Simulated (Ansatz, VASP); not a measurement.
## CdSe: VASP beside Ansatz

```
CELL_PARAMETERS angstrom
0.00000 2.85467 2.85467
2.85467 0.00000 2.85467
2.85467 2.85467 0.00000
ATOMIC_POSITIONS crystal
Cd 0.00000 0.00000 0.00000
Se 0.50000 0.50000 0.50000
```

Change from the starting cell: volume scaled by 0.98.

Alike in both runs: task single point; functional PBEsol; k mesh 8 × 8 × 8; occupations fermi-dirac, width 0.05 eV; no spin polarisation.

|  | VASP | Ansatz |
| --- | --- | --- |
| version | VASP 6.6.1 | Ansatz 0.2.0 |
| potentials or method | VASP PAW PBE potentials, release 64 (Cd, Se), cutoff 520 eV | all-electron LAPW, scalar-relativistic |

VASP gave:

| Quantity | Value |
| --- | --- |
| gap on the k mesh at the Fermi level (eV) | none |
| pressure (GPa) | -2.4 |

Q: Which values does Ansatz return?

A: gap on the k mesh at the Fermi level (eV): none; pressure (GPa): -2.7.

A gap of «none» marks a metal or a gap that the smearing closes. Ansatz ran all-electron here, so the differences hold the error of VASP's frozen core and of both bases.

Caveats: the PAW data sets were made with another functional, which shifts forces and pressure a little (VASP).
